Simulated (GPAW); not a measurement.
## SnTe: relaxation of cell and atoms with PBEsol

The system is SnTe.

```
Te Sn
1.0
     0.00000    3.15085    3.15085
     3.15085    0.00000    3.15085
     3.15085    3.15085    0.00000
Te Sn
1 1
Direct
  0.50000 0.50000 0.50000
  0.00000 0.00000 0.00000
```

| Property | Result |
| --- | --- |
| Program | GPAW 26.7.0 |
| Task | relaxation of cell and atoms |
| Functional | PBEsol |
| Potentials or basis | PAW data sets generated in the run's folder for this functional |
| Cutoff | 600 eV |
| Basis | pw |
| k mesh | 7 × 7 × 7 |
| Occupations | fermi-dirac, width 0.05 eV |
| Spin | no spin polarisation |
| Maxiter | 150 |
| Optimizer | BFGS |
| Fmax | 0.02 eV/Å |
| Max steps | 60 |
| Convergence | density=1e-05 forces=0.0001 |

```json
{
  "Relaxed volume": "30.83 Å³/atom",
  "Relaxed cell": "a = 4.435 Å, b = 4.435 Å, c = 4.435 Å, α = 60.00°, β = 60.00°, γ = 60.00°",
  "Space group after relaxing (to 0.05 Å)": "Fm-3m (No. 225)",
  "Energy gained by relaxing": "0.9 meV/atom",
  "Ionic steps": "3",
  "Pressure after relaxing": "0.0 GPa"
}
```

The path:
| step | energy change (eV) | largest force (eV/Å) | pressure (GPa) | volume (Å³) |
| --- | --- | --- | --- | --- |
| 1 | 0.0000 | 0.0000 | -0.65 | 62.56 |
| 2 | -0.0006 | 0.0000 | -0.53 | 62.39 |
| 3 | -0.0017 | 0.0000 | 0.01 | 61.66 |

Final structure:
```
CELL_PARAMETERS angstrom
0.00000 3.13570 3.13570
3.13570 0.00000 3.13570
3.13570 3.13570 0.00000
ATOMIC_POSITIONS crystal
Te 0.50000 0.50000 0.50000
Sn 0.00000 0.00000 0.00000
```

Levels at points of the mesh, in eV from the Fermi level:
```
           k point  band 8  band 9  band 10  band 11  band 12  band 13
(0.00, 0.00, 0.00)   -2.23   -2.23    -2.23     3.31     3.31     3.31
```

Run time: 43 s on 1 thread of Arm Neoverse V2, on a shared host, peak memory 0.19 GiB.

Caveat: this odd mesh misses L, where the gap lies, so gap, dielectric constants and Born charges aren't listed; later steps reuse the first step's grids. Spin-orbit coupling is left out, which matters for the levels of Te.
